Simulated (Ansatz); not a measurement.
Theory: DFT PBE, scalar-relativistic, plane waves, PAW (Ansatz). Settings: cutoff 420 eV, Γ-centred meshes spaced at most about 0.3 Å⁻¹, and about 0.25 Å⁻¹ or finer for metals (2π included), Gaussian smearing. No spin polarisation.

All energies are static (0 K, no zero-point motion).

Two relaxed structures of La5O:

A.

```
CELL_PARAMETERS angstrom
5.36194 0.00000 0.00000
-2.68097 4.64357 0.00000
0.00000 0.00000 6.77820
ATOMIC_POSITIONS crystal
La 0.00000 0.00000 0.50000
La 0.33333 0.66667 0.77442
La 0.66667 0.33333 0.77442
La 0.66667 0.33333 0.22558
La 0.33333 0.66667 0.22558
O 0.00000 0.00000 0.00000
```

B.

```
CELL_PARAMETERS angstrom
0.00000 4.61844 4.61844
4.61844 0.00000 4.61844
4.61844 4.61844 0.00000
ATOMIC_POSITIONS crystal
La 0.62236 0.62236 0.62236
La 0.13292 0.62236 0.62236
La 0.62236 0.62236 0.13292
La 0.62236 0.13292 0.62236
La 0.25000 0.25000 0.25000
O 0.00000 0.00000 0.00000
```

Problem. Which form is favoured at zero pressure, and by what margin per atom?

Solution. A is lower, by 0.32 eV/atom. A has space group P6/mmm (No. 191), 28.1 Å³/atom and no gap on its mesh; B has space group F-43m (No. 216), 32.8 Å³/atom and no gap. Counting La atoms around O (those within 1.25 times the shortest such distance or 1.15 times the sum of covalent radii, 1.27 where that leaves under three; the shortest distance is added where it exceeds 1.18 times the sum of covalent radii), A has O 14 from 3.4 Å and B has O 16 from 3.8 Å. The denser one is the lower, and pressure would at first widen the difference. Even the lower one lies +0.18 eV/atom against the reference forms of the elements (uncorrected), so neither is stable at this level. In A, La on a site of symmetry 6/mmm has 2 O at 3.39 Å and 12 La at 3.61 Å; around La on a site of symmetry 3m lie 4 La at 3.06–3.10 Å, 3 O at 3.45 Å, 4 La at 3.61–3.72 Å and 3 La at 4.35 Å; around O lie 14 La at 3.39–3.45 Å. In B, La on a site of symmetry 3m is surrounded by 6 La at 3.20–3.33 Å, 3 La at 3.82 Å and 3 O at 3.84 Å; La on a site of symmetry -43m has 12 La at 3.82 Å and 4 O at 4.00 Å; O has 16 La at 3.84–4.00 Å (long against the sum of covalent radii). Both come from invented guesses. The lowest form computed isn't among them: it has space group P-62m (No. 189), 30.7 Å³/atom and lies 0.57 eV/atom below the best shown.

A magnetic state wasn't ruled out in cells without spin, among them P6/mmm, F-43m. Cells relaxed within their symmetry can be saddle points. Some candidate types were left out of the draw beforehand, so a known form may be missing.
